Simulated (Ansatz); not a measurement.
# BeMo in Ansatz, relaxation

Input:

```yaml
crystal:
  lattice:
    - [1.52544444, 2.64214546, 0.0]
    - [-1.52544444, 2.64214546, 0.0]
    - [0.0, 0.0, 4.97496568]
  atoms:
    - { symbol: Be, position: [0.3333, 0.3334, 0.5] }
    - { symbol: Be, position: [0.6666, 0.6667, 0.0] }
    - { symbol: Mo, position: [0.3333, 0.3334, 0.875] }
    - { symbol: Mo, position: [0.6666, 0.6667, 0.375] }
  symmetry: { tolerance: 0.0003 }
kpoints:
  mp_grid: { grid: [11, 11, 6], shift: [0, 0, 0] }
magnetization:
  spin_polarized: false
scf:
  occupations: { method: fermi_dirac }
  lower_state_search: "off"
hamiltonian:
  pseudopotentials: { kind: paw }
  xc: r2scan
basis:
  ecutwfc: 500
  fft_grid_basis: typed
relax:
  max_steps: 80
  cell: { p_target: 0.0 }
output:
  forces: true
  stress: true
  eigenvalues: true
  bader: true
  populations: true
  elf: true
  write_potential: true
  volumetric_format: npy
  dos:
    e_range: [-12, 8]
    de: 0.05
    projected: { site_lists: { Be: [Be], Mo: [Mo] } }
  write_density: true
checkpoint:
  read: saved_state
```

Run with:

```bash
ansatz run input.yaml --threads 2 --pin off --max-ram 3584MiB --backend cpu --events-out ev --progress --plain --runs-dir out
```

Origin of the cell: a known structure type with other elements, at an estimated volume, so it need not be a known compound.

The smearing width isn't typed, so it takes its default of 0.1 eV.

The saved state is a converged single point of the same cell.

Steps («new basis» is an SCF on plane waves selected anew at the same cell):

```json
{"step": "1", "ΔF (meV/atom)": "0.0", "max force component (eV/Å)": "0.484", "P (GPa)": "110.34", "volume (Å³)": "40.10", "SCF iterations": "6", "step was": "accepted"}
{"step": "2", "ΔF (meV/atom)": "-746.8", "max force component (eV/Å)": "0.582", "P (GPa)": "59.60", "volume (Å³)": "45.82", "SCF iterations": "7", "step was": "accepted"}
{"step": "3", "ΔF (meV/atom)": "-1151.5", "max force component (eV/Å)": "0.625", "P (GPa)": "29.40", "volume (Å³)": "51.45", "SCF iterations": "7", "step was": "accepted"}
{"step": "4", "ΔF (meV/atom)": "-1372.5", "max force component (eV/Å)": "0.855", "P (GPa)": "12.66", "volume (Å³)": "56.06", "SCF iterations": "7", "step was": "accepted"}
{"step": "5", "ΔF (meV/atom)": "-1599.1", "max force component (eV/Å)": "1.463", "P (GPa)": "3.57", "volume (Å³)": "58.70", "SCF iterations": "8", "step was": "accepted"}
{"step": "6", "ΔF (meV/atom)": "-1850.2", "max force component (eV/Å)": "1.405", "P (GPa)": "-3.34", "volume (Å³)": "60.72", "SCF iterations": "7", "step was": "accepted"}
{"step": "7", "ΔF (meV/atom)": "-1987.0", "max force component (eV/Å)": "0.533", "P (GPa)": "-2.36", "volume (Å³)": "60.06", "SCF iterations": "7", "step was": "accepted"}
{"step": "8", "ΔF (meV/atom)": "-1997.2", "max force component (eV/Å)": "0.001", "P (GPa)": "0.45", "volume (Å³)": "58.93", "SCF iterations": "6", "step was": "accepted"}
{"step": "9", "ΔF (meV/atom)": "-1997.3", "max force component (eV/Å)": "0.000", "P (GPa)": "0.02", "volume (Å³)": "59.12", "SCF iterations": "4", "step was": "accepted"}
{"step": "10", "ΔF (meV/atom)": "-1997.3", "max force component (eV/Å)": "0.000", "P (GPa)": "0.00", "volume (Å³)": "59.14", "SCF iterations": "4", "step was": "accepted"}
{"step": "11", "ΔF (meV/atom)": "-2005.9", "max force component (eV/Å)": "0.000", "P (GPa)": "0.75", "volume (Å³)": "59.14", "SCF iterations": "7", "step was": "new basis"}
{"step": "12", "ΔF (meV/atom)": "-2006.3", "max force component (eV/Å)": "0.000", "P (GPa)": "0.07", "volume (Å³)": "59.51", "SCF iterations": "5", "step was": "accepted"}
{"step": "13", "ΔF (meV/atom)": "-2006.3", "max force component (eV/Å)": "0.000", "P (GPa)": "0.00", "volume (Å³)": "59.55", "SCF iterations": "4", "step was": "accepted"}
{"step": "14", "ΔF (meV/atom)": "-2006.3", "max force component (eV/Å)": "0.000", "P (GPa)": "0.00", "volume (Å³)": "59.55", "SCF iterations": "5", "step was": "new basis"}
```

Before:

Space group P6_3mc (No. 186); the run's cell has a = 3.051 Å, b = 3.051 Å, c = 4.975 Å, α = 90.00°, β = 90.00°, γ = 60.00°. Shortest distances: Be–Mo 1.87 Å, Mo–Mo 3.05 Å, Be–Be 3.05 Å.

After:

Space group P6_3/mmc (No. 194); the run's cell has a = 3.891 Å, b = 3.891 Å, c = 4.542 Å, α = 90.00°, β = 90.00°, γ = 60.00°. Shortest distances: Be–Mo 2.25 Å, Mo–Mo 3.19 Å, Be–Be 3.19 Å.

```yaml
crystal:
  lattice:
    - [1.94560, 3.36987, 0.00000]
    - [-1.94560, 3.36987, 0.00000]
    - [0.00000, 0.00000, 4.54167]
  atoms:
    - { symbol: Be, position: [0.33333, 0.33333, 0.43750] }
    - { symbol: Be, position: [0.66667, 0.66667, 0.93750] }
    - { symbol: Mo, position: [0.33333, 0.33333, 0.93750] }
    - { symbol: Mo, position: [0.66667, 0.66667, 0.43750] }
```

```
Free energy lowered by                                                                 : 2006.3 meV/atom
Volume change                                                                          : 48.50 %
Final pressure                                                                         : 0.00 GPa
Relaxation steps listed                                                                : 14
Formation energy (elements under the same functional, gases as molecules, uncorrected) : 1.133 eV/atom
```

Caveats: no dispersion correction, so spacings can come out too large where layers or molecules are weakly bound; no moments, though an odd count or open d shells may carry them; the relaxation held the start's symmetry, so the end may be a saddle point.

It ran for 91 s of wall time on 2 CPU thread(s) of a shared host, from a saved density.
